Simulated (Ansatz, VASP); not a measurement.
HfO2: VASP beside Ansatz

File INCAR:

```
ALGO = Normal
EDIFF = 1E-7
ENCUT = 520
GGA = PS
ISIF = 2
ISMEAR = 0
LASPH = True
LCHARG = True
LELF = True
LREAL = False
LVHAR = True
LWAVE = False
NBANDS = 18
NELM = 100
PREC = Accurate
SIGMA = 0.05
```

KPOINTS

```
k-points
0
Gamma
  8 8 8
```

File POSCAR:

```
HfO2
1.0
    0.1394029592      2.6376638764      2.6376638764
    2.6376638764      0.1394029592      2.6376638764
    2.6376638764      2.6376638764      0.1394029592
Hf O
1 2
Direct
    0.0000000000      0.0000000000      0.0000000000
    0.2500000000      0.2500000000      0.2500000000
    0.7500000000      0.7500000000      0.7500000000
```

Input for Ansatz:

```yaml
crystal:
  lattice:
    - [0.1394029592, 2.6376638764, 2.6376638764]
    - [2.6376638764, 0.1394029592, 2.6376638764]
    - [2.6376638764, 2.6376638764, 0.1394029592]
  atoms:
    - { symbol: Hf, position: [0.0, 0.0, 0.0] }
    - { symbol: O, position: [0.25, 0.25, 0.25] }
    - { symbol: O, position: [0.75, 0.75, 0.75] }
basis:
  ecutwfc: 520.0
kpoints:
  mp_grid: { grid: [8, 8, 8] }
hamiltonian:
  xc: pbesol
  pseudopotentials: { kind: paw, azcp: { folder: soft_1 } }
scf:
  occupations: { method: gaussian, width: 0.05 }
output:
  forces: true
  stress: true
  eigenvalues: true
```

Alike in both runs: task single point; functional PBEsol; k mesh 8 × 8 × 8; occupations gaussian, width 0.05 eV; no spin polarisation.

```csv
,VASP,Ansatz
version,VASP 6.6.1,Ansatz 0.2.0
potentials or method,"VASP PAW PBE potentials, release 64 (Hf_pv, O)","scalar-relativistic, plane waves, PAW"
plane-wave cutoff (eV),520,520
valence electrons in the cell,22,38
```

VASP gave:

```
gap on the k mesh at the Fermi level (eV)       : 3.64
least direct gap on the mesh (eV)               : 3.64
pressure (GPa)                                  : -14.0
largest component of the traceless stress (GPa) : 2.73
rms of the force components (eV/Å)              : 0.118
```

Task: Which values does Ansatz return?

Result: gap on the k mesh at the Fermi level (eV): 3.63; least direct gap on the mesh (eV): 3.63; pressure (GPa): -10.7; largest component of the traceless stress (GPa): 2.93; rms of the force components (eV/Å): 0.142.

Atom by atom the forces differ by 0.024 eV/Å (rms over components). The functional is the same, so the differences come from potentials, cutoffs and numerics. The two sets of potentials don't hold the same shells in valence. Ansatz warned: «pseudo_functional_mismatch».

Caveats: the PAW data sets were made with another functional, which shifts forces and pressure a little (VASP); spin-orbit coupling is left out, which moves the levels of the heavy elements. A k mesh can miss the band edges.
